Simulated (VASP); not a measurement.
# Cu (Fm-3m) in VASP: a series of runs, part 2 of 2

VASP 6.6.1. The steps go on from the part before.

## (3) Relaxation of cell and atoms, LDA

This run uses another cell than the first one, of 10.92 Å³/atom, 0.925 times its volume.

Input file INCAR:

```
SYSTEM = Cu
  PREC = Accurate
  ENCUT = 350
  EDIFF = 1E-7
  ISMEAR = 0
  SIGMA = 0.1
  LREAL = .False.
  LASPH = .True.
  NELM = 80
  ALGO = Normal
  ISIF = 3
  LWAVE = .False.
  LCHARG = .False.
  IBRION = 2
  NSW = 80
  EDIFFG = -0.002
```

Input file KPOINTS:

```
regular mesh
0
Gamma
  10 10 10
  0 0 0
```

Input file POSCAR:

```
Cu                                      
1.0
    0.0000000000      1.7608723233      1.7608723233
    1.7608723233      0.0000000000      1.7608723233
    1.7608723233      1.7608723233      0.0000000000
  Cu            
     1
Direct
     1.0000000000000000    0.0000000000000000    0.0000000000000000
```

Potentials or basis: VASP PAW LDA potentials, release 64 (Cu).

On the command line:

```console
$ cat potpaw_LDA.64/Cu/POTCAR > POTCAR
$ mpirun -np 1 vasp_std > vasp.out
```

OUTCAR:

```text
SYSTEM = Cu
   PREC = Accurate
   ENCUT = 350
   EDIFF = 1E-7
   ISMEAR = 0
   LREAL = .False.
   LASPH = .True.
   NELM = 80
   ISIF = 3
   IBRION = 2
   NSW = 80
   EDIFFG = -0.002

 ion  position               nearest neighbor table
   1  0.000  0.000  0.000-

  LATTYP: Found a face centered cubic cell.
 ALAT       =     3.5217446466

  Lattice vectors:

 A1 = (   0.0000000000,   1.7608723233,   1.7608723233)
 A2 = (   1.7608723233,   0.0000000000,   1.7608723233)
 A3 = (   1.7608723233,   1.7608723233,   0.0000000000)

Analysis of symmetry for initial positions (statically):
=====================================================================
 Subroutine PRICEL returns:
 Original cell was already a primitive cell.

 Routine SETGRP: Setting up the symmetry group for a
 face centered cubic supercell.

 Subroutine GETGRP returns: Found 48 space group operations
 (whereof 48 operations were pure point group operations)
 out of a pool of 48 trial point group operations.

The static configuration has the point symmetry O_h .

Analysis of symmetry for dynamics (positions and initial velocities):
=====================================================================
 Subroutine PRICEL returns:
 Original cell was already a primitive cell.

 Routine SETGRP: Setting up the symmetry group for a
 face centered cubic supercell.

 Subroutine GETGRP returns: Found 48 space group operations
 (whereof 48 operations were pure point group operations)
 out of a pool of 48 trial point group operations.

The dynamic configuration has the point symmetry O_h .

 Subroutine INISYM returns: Found 48 space group operations
 (whereof 48 operations are pure point group operations),
 and found     1 'primitive' translations

----------------------------------------------------------------------------------------

                                     Primitive cell

  volume of cell :      10.9198

  direct lattice vectors                    reciprocal lattice vectors
     0.000000000  1.760872323  1.760872323    -0.283950173  0.283950173  0.283950173
     1.760872323  0.000000000  1.760872323     0.283950173 -0.283950173  0.283950173
     1.760872323  1.760872323  0.000000000     0.283950173  0.283950173 -0.283950173

  length of vectors
     2.490249521  2.490249521  2.490249521     0.491816126  0.491816126  0.491816126

  position of ions in fractional coordinates (direct lattice)
     0.000000000  0.000000000  0.000000000

  ion indices of the primitive-cell ions
   primitive index   ion index
                 1           1

----------------------------------------------------------------------------------------

 KPOINTS: regular mesh

Automatic generation of k-mesh.
 Grid dimensions read from file:
 generate k-points for:   10   10   10

 Generating k-lattice:

  Cartesian coordinates                     Fractional coordinates (reciprocal lattice)
    -0.028395017  0.028395017  0.028395017     0.100000000  0.000000000  0.000000000
     0.028395017 -0.028395017  0.028395017     0.000000000  0.100000000  0.000000000
     0.028395017  0.028395017 -0.028395017     0.000000000  0.000000000  0.100000000

[... 45 lines left out ...]
   NGXF,Y,Z  is equivalent  to a cutoff of  21.36, 21.36, 21.36 a.u.
 SYSTEM =  Cu
   PREC   = accura    normal or accurate (medium, high low for compatibility)
   ISTART =      0    job   : 0-new  1-cont  2-samecut
   ICHARG =      2    charge: 1-file 2-atom 10-const
   ISPIN  =      1    spin polarized calculation?
   LNONCOLLINEAR =      F non collinear calculations
   LSORBIT =      F    spin-orbit coupling
   LASPH  =      T    aspherical Exc in radial PAW
   ENCUT  =  350.0 eV  25.72 Ry    5.07 a.u.   3.80  3.80  3.80*2*pi/ulx,y,z
   NELM   =     80;   NELMIN=  2; NELMDL= -5     # of ELM steps
   EDIFF  = 0.1E-06   stopping-criterion for ELM
   LREAL  =      F    real-space projection
   EDIFFG = -.2E-02   stopping-criterion for IOM
   NSW    =     80    number of steps for IOM
   IBRION =      2    ionic relax: 0-MD 1-quasi-New 2-CG
   NFREE  =      1    steps in history (QN), initial steepest desc. (CG)
   ISIF   =      3    stress and relaxation
   ISYM   =      2    0-nonsym 1-usesym 2-fastsym
   POTIM  = 0.5000    time-step for ionic-motion
   TEBEG  =    0.0;   TEEND  =   0.0 temperature during run
   PSTRESS=    0.0 pullay stress
   NELECT =      11.0000    total number of electrons
   NUPDOWN=      -1.0000    fix difference up-down
   EMIN   =  10.00;   EMAX   =-10.00  energy-range for DOS
   EFERMI =   0.00;   METHOD = LEGACY
   ISMEAR =     0;   SIGMA  =   0.10  broadening in eV -4-tet -1-fermi 0-gaus
   EFERMI_NEDOS =   21; number of points for ismear=-14 and -15
   IALGO  =     38    algorithm
   IMIX   =      4    mixing-type and parameters
     AMIX     =   0.40;   BMIX     =  1.00
     AMIX_MAG =   1.60;   BMIX_MAG =  1.00
  volume/ion in A,a.u.               =      10.92        73.69
  Fermi-wavevector in a.u.,A,eV,Ry     =   1.641098  3.101226 36.643248  2.693203
  Thomas-Fermi vector in A             =   2.731626
   LORBIT       =      0    0 simple, 1 ext, 2 COOP (PROOUT), +10 PAW based schemes
   GGA     = CA    functional components
   LHFCALC =     F    Hartree Fock is set to
   AEXX    =    0.0000 exact exchange contribution
   IVDW    =     0    specifies the selected vdW correction
   LEPSILON=     F    determine dielectric tensor
   LRPA    =     F    only Hartree local field effects (RPA)
 conjugate gradient relaxation of ions
 non-spin polarized calculation
 Gauss-broadening in eV      SIGMA  =   0.10
  energy-cutoff  :      350.00
  volume of cell :       10.92
 maximum number of plane-waves:       170
   NGX =  7   NGY =  7   NGZ =  7

--------------------------------------- Ionic step        1  -------------------------------------------

 number of electron      10.9999990 magnetization

 Free energy of the ion-electron system (eV)
  ---------------------------------------------------
  ext. energy  EPLUGINS =         0.00000000
  ---------------------------------------------------
  free energy    TOTEN  =        -4.70194866 eV

  energy without entropy =       -4.69842286  energy(sigma->0) =       -4.70018576

------------------------ aborting loop because EDIFF is reached ----------------------------------------

  FORCE on cell =-STRESS in cart. coord.  units (eV):
  Direction    XX          YY          ZZ          XY          YZ          ZX
  --------------------------------------------------------------------------------------
  -------------------------------------------------------------------------------------
  Total        0.0203077      0.0203077      0.0203077      0.0000000     -0.0000000      0.0000000
  in kB        2.9796006      2.9796006      2.9796006      0.0000000     -0.0000000      0.0000000
  external PRESSURE =       2.9796006 kB  Pullay stress =       0.0000000 kB
[... 57 lines left out ...]
--------------------------------------- Ionic step        3  -------------------------------------------

 number of electron      10.9999989 magnetization

 Free energy of the ion-electron system (eV)
  ---------------------------------------------------
  ext. energy  EPLUGINS =         0.00000000
  ---------------------------------------------------
  free energy    TOTEN  =        -4.70196640 eV

  energy without entropy =       -4.69844810  energy(sigma->0) =       -4.70020725

 E-fermi :   8.2118     XC(G=0): -13.5596

 val. band max:        8.1627316105   @ k =   0.5000   0.1000   0.0000
 cond. band min:       8.4702905956   @ k =   0.5000   0.3000   0.1000
 fundamental gap:      0.3075589851
 Fermi energy:         8.2118213892

 k-point     1 :       0.0000    0.0000    0.0000
  band No.  band energies     occupation
      1      -1.6106      2.00000
      2       5.0178      2.00000
      3       5.0178      2.00000
      4       5.0178      2.00000
      5       5.9612      2.00000
      6       5.9612      2.00000
      7      31.6254      0.00000
      8      34.7060      0.00000
      9      34.7060      0.00000
[... 265 lines left out ...]
 k-point    24 :       0.4000    0.3000    0.0000
  band No.  band energies     occupation
      1       2.8847      2.00000
      2       3.8151      2.00000
      3       5.6141      2.00000
      4       6.1088      2.00000
      5       6.5649      2.00000
      6       7.2129      2.00000
      7      21.0391      0.00000
      8      21.9865      0.00000
      9      23.9339      0.00000

 [... further k-points ...]

------------------------ aborting loop because EDIFF is reached ----------------------------------------

  FORCE on cell =-STRESS in cart. coord.  units (eV):
  Direction    XX          YY          ZZ          XY          YZ          ZX
  --------------------------------------------------------------------------------------
  -------------------------------------------------------------------------------------
  Total       -0.0012066     -0.0012066     -0.0012066     -0.0000000      0.0000000      0.0000000
  in kB       -0.1767337     -0.1767337     -0.1767337     -0.0000000      0.0000000      0.0000000
  external PRESSURE =      -0.1767337 kB  Pullay stress =       0.0000000 kB
[... 16 lines left out ...]
  FREE ENERGIE OF THE ION-ELECTRON SYSTEM (eV)
  ---------------------------------------------------
  free  energy   TOTEN  =        -4.7019663977 eV

  energy  without entropy=       -4.6984481006  energy(sigma->0) =       -4.70020725

 reached required accuracy - stopping structural energy minimisation
```

Run time: 2.2 s. Hardware: 1 thread of Intel Xeon 6975P-C (Granite Rapids), shared host; peak memory 0.11 GiB.

Results:

```
Free energy                            : -4.7020 eV
Relaxed volume                         : 10.94 Å³/atom
Relaxed cell                           : a = 2.492 Å, b = 2.492 Å, c = 2.492 Å, α = 60.00°, β = 60.00°, γ = 60.00°
Space group after relaxing (to 0.05 Å) : Fm-3m (No. 225)
Energy gained by relaxing              : 0.0 meV/atom
Ionic steps                            : 3
Pressure after relaxing                : 0.0 GPa
Band gap on the k mesh                 : none (metal or under the smearing width)
```

Final structure:
```
Cu
1.0
     0.00000    1.76185    1.76185
     1.76185    0.00000    1.76185
     1.76185    1.76185    0.00000
Cu
1
Direct
  0.00000 0.00000 0.00000
```

Levels at points of the mesh, in eV from the Fermi level:
```csv
k point,band 4,band 5,band 6,band 7,band 8,band 9
"(0.00, 0.00, 0.00)",-3.19,-2.25,-2.25,23.41,26.49,26.49
"(0.50, 0.00, 0.00)",-1.61,-1.61,-1.08,4.25,21.90,23.25
"(0.50, 0.50, 0.00)",-1.45,-1.45,1.56,7.79,13.73,13.73
```

Caveat: the cutoff is under 1.25 times the usual one of these potentials, so pressure, stress and relaxed cells hold a basis-set (Pulay) error.
